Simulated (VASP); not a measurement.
# From an Ansatz input to VASP: ZnSe (strained zincblende)

Ansatz input

```yaml
crystal:
  lattice:
    - [0.0, 2.8324206844, 2.8890690981]
    - [2.8324206844, 0.0, 2.8890690981]
    - [2.8324206844, 2.8324206844, 0.0]
  atoms:
    - { symbol: Zn, position: [0.0, 0.0, 0.0] }
    - { symbol: Se, position: [0.25, 0.25, 0.25] }
kpoints:
  mp_grid: { grid: [8, 8, 8] }
  band_path:
    path:
      - [0.0, 0.0, 0.0]
      - [-0.5, -0.5, 0.0]
      - [-0.375, -0.375, 0.25]
      - [-0.375, 0.0, 0.375]
      - [0.0, 0.0, 0.5]
      - [-0.5, -0.25, 0.25]
    npoints: 1
hamiltonian:
  xc: r2scan
scf:
  occupations: { method: fixed }
  n_extra_bands: 4
output:
  forces: true
  stress: true
  eigenvalues: true
```

Q: Write VASP inputs for this cell and level of theory.

A: 

INCAR

```
ISIF = 2
ISMEAR = 0
IBRION = -1
METAGGA = R2SCAN
EDIFF = 1E-7
NSW = 0
LASPH = .TRUE.
ENCUT = 520
ALGO = Normal
NBANDS = 16
PREC = Accurate
NELM = 120
LREAL = .FALSE.
LCHARG = .FALSE.
LWAVE = .FALSE.
SIGMA = 0.01
```

KPOINTS

```
KPOINTS created by Atomic Simulation Environment
0
Gamma
8 8 8
0 0 0
```

KPOINTS_OPT

```
special points
6
Reciprocal
0.0000000000 0.0000000000 0.0000000000 1
-0.5000000000 -0.5000000000 0.0000000000 1
-0.3750000000 -0.3750000000 0.2500000000 1
-0.3750000000 0.0000000000 0.3750000000 1
0.0000000000 0.0000000000 0.5000000000 1
-0.5000000000 -0.2500000000 0.2500000000 1
```

POSCAR

```
Zn Se
 1.0000000000000000
     0.0000000000000000    2.8324206844000002    2.8890690980999998
     2.8324206844000002    0.0000000000000000    2.8890690980999998
     2.8324206844000002    2.8324206844000002    0.0000000000000000
 Zn  Se
   1   1
Cartesian
  0.0000000000000000  0.0000000000000000  0.0000000000000000
  1.4162103422000001  1.4162103422000001  1.4445345490500001
```

VASP ran with the recommended PBE PAW datasets (18 valence electrons in the cell). Other inputs would serve too.

```tsv
	Ansatz	VASP
gap between bands v and c	1.76 eV	1.76 eV
least direct gap	1.76 eV	1.76 eV
pressure	-1.2 GPa	-1.1 GPa
```

Datasets and cutoffs are each program's own. VASP's cell holds 18 valence electrons and Ansatz's 28. Ansatz's stress includes a Pulay correction; VASP's doesn't.
